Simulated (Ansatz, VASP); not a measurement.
**Two plane-wave programs on Ta**

```xyz
1
Lattice="-1.6402 1.6402 1.6402 1.6402 -1.6402 1.6402 1.6402 1.6402 -1.6402" Properties=species:S:1:pos:R:3 pbc="T T T"
Ta    0.0000    0.0000    0.0000
```

Alike in both runs: functional PBEsol; k mesh 18 × 18 × 18; occupations gaussian, width 0.1 eV; no spin polarisation.

Ansatz relaxed the structure, and its values are those at the end. VASP's run is a single point on that final structure, the one shown.

|  | VASP | Ansatz |
| --- | --- | --- |
| version | VASP 6.6.1 | Ansatz 0.2.0 |
| potentials or method | VASP PAW PBE potentials, release 64 (Ta_pv) | scalar-relativistic, plane waves, PAW |
| plane-wave cutoff (eV) | 520 | 420 |
| valence electrons in the cell | 11 | 13 |

```tsv
	VASP	Ansatz	Ansatz less VASP
gap on the k mesh at the Fermi level (eV)	none	none	-
pressure (GPa)	0.2	0.0	-0.20
```

A gap of «none» marks a metal or a gap that the smearing closes. The two sets of potentials don't hold the same shells in valence. Ansatz warned: «pseudo_functional_mismatch».

Caveats: the PAW data sets were made with another functional, which shifts forces and pressure a little (VASP). Spin-orbit coupling is left out, which matters for the levels of Ta.
